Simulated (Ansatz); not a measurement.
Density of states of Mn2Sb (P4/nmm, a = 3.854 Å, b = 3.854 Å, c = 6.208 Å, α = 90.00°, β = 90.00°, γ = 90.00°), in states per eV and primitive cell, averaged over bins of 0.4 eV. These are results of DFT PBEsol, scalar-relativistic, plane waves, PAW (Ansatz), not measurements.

Settings: cutoff 420 eV, Γ-centred mesh 10×10×6 on the computed 6-atom cell, Gaussian smearing of 0.10 eV; collinear spin from starting moments -1.7 -1.7 3.27 3.27 0 0 μB.

The cell is relaxed at this level. The states (both spins) are summed by tetrahedra on a 15×15×9 mesh at the self-consistent density. Energies are bin centres; the table starts no lower than −8 eV and ends at 6 eV, or lower where the solved bands end.

It is a metal at this level.

```tsv
E − E_F (eV)	total	Mn 3d up	Mn 3d down	Sb 5p up	Sb 5p down	Mn 4s up	Mn 4s down
-6.85	0.19	0.02	0.00	0.10	0.01	0.05	0.01
-6.45	1.01	0.08	0.03	0.34	0.23	0.16	0.11
-6.05	2.76	0.28	0.16	0.89	0.67	0.34	0.27
-5.65	3.64	0.37	0.41	0.89	1.13	0.25	0.36
-5.25	1.33	0.18	0.22	0.30	0.40	0.07	0.09
-4.85	2.15	0.45	0.23	0.63	0.42	0.17	0.12
-4.45	3.18	0.91	0.40	0.76	0.62	0.17	0.17
-4.05	5.82	2.42	0.82	1.32	0.75	0.15	0.18
-3.65	5.34	1.52	1.66	0.72	1.05	0.08	0.14
-3.25	3.94	0.78	1.41	0.25	1.23	0.04	0.09
-2.85	9.51	6.04	2.14	0.25	0.33	0.31	0.15
-2.45	10.88	5.34	3.96	0.21	0.60	0.20	0.19
-2.05	5.98	3.02	1.84	0.42	0.28	0.14	0.05
-1.65	6.73	1.97	3.67	0.43	0.23	0.08	0.07
-1.25	8.10	2.21	4.58	0.48	0.38	0.08	0.05
-0.85	5.78	3.15	1.69	0.39	0.22	0.07	0.03
-0.45	5.29	2.98	1.43	0.30	0.25	0.05	0.02
-0.05	5.21	2.52	1.86	0.27	0.24	0.04	0.03
0.35	3.99	1.86	1.56	0.21	0.11	0.03	0.03
0.75	11.20	3.51	6.84	0.12	0.19	0.06	0.13
1.15	10.64	3.26	6.10	0.27	0.34	0.09	0.21
1.55	5.16	2.21	1.83	0.44	0.23	0.06	0.10
1.95	4.55	1.22	1.90	0.52	0.33	0.06	0.11
2.35	2.88	0.62	0.96	0.49	0.33	0.06	0.08
2.75	2.65	0.38	0.84	0.42	0.49	0.08	0.13
3.15	1.89	0.25	0.45	0.28	0.34	0.13	0.16
3.55	2.23	0.26	0.31	0.20	0.26	0.42	0.23
3.95	2.41	0.19	0.29	0.19	0.28	0.38	0.34
4.35	1.73	0.10	0.19	0.15	0.24	0.21	0.26
4.75	1.33	0.08	0.10	0.15	0.15	0.20	0.16
```

The columns after the total are the main Löwdin projections on the occupied valence shells of the potentials; 2 others are left out. The rest of the total lies in those, in shells that are empty in the free atom, which aren't projected, and between the atoms.

Spin-orbit coupling is left out, which matters for the bands of heavy elements.

Only this magnetic start was tried.

Cost: 1 run of about 4.4 core-minutes, on Arm Neoverse V1 (shared hosts).